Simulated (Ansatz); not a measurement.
# AlN: the cost of one run

Computed with Ansatz 0.2.0 (DFT PBE, scalar-relativistic, plane waves, PAW, unless a step's input says otherwise).

13 further runs of the same task are left out: 13 set aside as unsound or not needed.

## 1. The starting structure

Symmetry: P6_3/mmc, No. 194, hexagonal system. The conventional cell has a = 3.313 Å, b = 3.313 Å, c = 4.188 Å, α = 90.00°, β = 90.00°, γ = 120.00°. Al (site symmetry -6m2) is surrounded by 5 N at 1.91 to 2.09 Å. N (site symmetry -6m2) has 5 Al at 1.91 to 2.09 Å as nearest neighbours.

As a file:

```cif
data_structure
_symmetry_space_group_name_H-M 'P6_3/mmc'
_symmetry_Int_Tables_number 194
_cell_length_a 3.3135
_cell_length_b 3.3135
_cell_length_c 4.1876
_cell_angle_alpha 90.000
_cell_angle_beta 90.000
_cell_angle_gamma 120.000
_cell_volume 39.82
loop_
_atom_site_label
_atom_site_type_symbol
_atom_site_symmetry_multiplicity
_atom_site_Wyckoff_symbol
_atom_site_fract_x
_atom_site_fract_y
_atom_site_fract_z
_atom_site_occupancy
Al1 Al 2 d 0.33333 0.66667 0.75000 1
N1 N 2 c 0.33333 0.66667 0.25000 1
```

It goes back to an entry of the Materials Project, which need not be the stable form.

It is the result of an earlier relaxation at this level (volume 9.95 Å³/atom; gap on the mesh: 3.25 eV).

## 2. Plan of the line

The energy is mapped over a normal mode and a strain (zone-centre modes of the cell shown) (x along [1 0 0], y along [1 2 0], z along [0 0 1] of the conventional cell).

First coordinate, amplitude of mode 4 (201 cm⁻¹), largest displacement in the unstrained cell: 11 values from −0.308 Å. Second coordinate, equal normal strain along x, y and z: 7 values from −2.50 %.

Nothing else is relaxed (the pattern is fixed in fractional coordinates). Energies count from the relaxed high-symmetry cell. Points are written as (first, second).

The modes come from a phonon run on the reference cell, made beforehand.

The patterns, per unit of each coordinate (Å):

| atom | x1 | y1 | z1 |
| --- | --- | --- | --- |
| Al1 | 0.000 | 0.000 | -0.519 |
| Al2 | 0.000 | 0.000 | -0.519 |
| N3 | 0.000 | 0.000 | 1.000 |
| N4 | 0.000 | 0.000 | 1.000 |

## 3. Grid point (−0.308 Å, −1.67 %)

Contents of input.yaml:

```yaml
crystal:
  lattice:
    - [3.2581442357, 0.0, 0.0]
    - [-1.6290721178, 2.8216356773, 0.0]
    - [0.0, 0.0, 4.1176574847]
  atoms:
    - { symbol: Al, position: [0.3333333333, 0.6666666667, 0.7881825525] }
    - { symbol: Al, position: [0.6666666667, 0.3333333333, 0.2881825525] }
    - { symbol: "N", position: [0.3333333333, 0.6666666667, 0.1764493462] }
    - { symbol: "N", position: [0.6666666667, 0.3333333333, 0.6764493462] }
basis:
  ecutwfc: 520.0
kpoints:
  mp_grid: { grid: [9, 9, 6] }
hamiltonian:
  xc: pbe
  pseudopotentials: { kind: paw, azcp: { folder: soft_1 } }
scf:
  occupations: { method: gaussian, width: 0.05 }
output:
  forces: true
  stress: true
  eigenvalues: true
```

Started as:

```
$ ansatz run input.yaml --threads 1 --pin off --max-ram 2048MiB --backend cpu --events-out ev --progress --plain --runs-dir out
```

**Question.** How long does this run take on 1 thread of Intel Xeon Platinum 8375C at 2.90GHz (Ice Lake), shared host, and how much memory does it need?

About 2.7 s, with a peak of 0.38 GiB.
